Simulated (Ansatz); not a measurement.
# Ca: the cost of one run

Method: DFT PBE, scalar-relativistic, plane waves, PAW, in Ansatz 0.2.0.

1 further run of the same task is left out (it didn't finish). Runs told in other sessions of the task aren't counted.

## 1. The starting structure

It takes space group Cmmm (No. 65, orthorhombic). The conventional cell has a = 4.793 Å, b = 5.735 Å, c = 6.361 Å, α = 90.00°, β = 90.00°, γ = 90.00°. Ca (site symmetry mm2) is surrounded by 1 Ca at 2.89 Å.

Coordinates:

```xyz
2
Lattice="2.3964 -2.8675 0.0000 2.3964 2.8675 0.0000 0.0000 0.0000 6.3607" Properties=species:S:1:pos:R:3 pbc="T T T"
Ca    0.0000    0.0000    4.9140
Ca    0.0000    0.0000    1.4468
```

Recipe of the guess: random cell by space group and Wyckoff sites (Cmmm, No. 65). Its size is a rough estimate.

## 2. A first look at the guess

File input.yaml:

```yaml
crystal:
  lattice:
    - [2.39643136, -2.86747575, 0.0]
    - [2.39643136, 2.86747575, 0.0]
    - [0.0, 0.0, 6.36074835]
  atoms:
    - { symbol: Ca, position: [0.0, 0.0, 0.77254867] }
    - { symbol: Ca, position: [0.0, 0.0, 0.22745133] }
basis:
  ecutwfc: 420
kpoints:
  mp_grid: { grid: [6, 6, 4] }
hamiltonian:
  xc: pbe
scf:
  occupations: { method: gaussian, width: 0.1 }
  lower_state_search: "off"
output:
  forces: true
  stress: true
  eigenvalues: true
```

Command:

```console
> ansatz run input.yaml --threads 1 --pin off --max-ram 2560MiB --backend cpu --events-out ev --progress --plain --runs-dir out
```

**Question.** How long does this run take on 1 thread of Arm Neoverse N1, shared host, and how much memory does it need?

About 4.2 s, with a peak of 0.31 GiB.
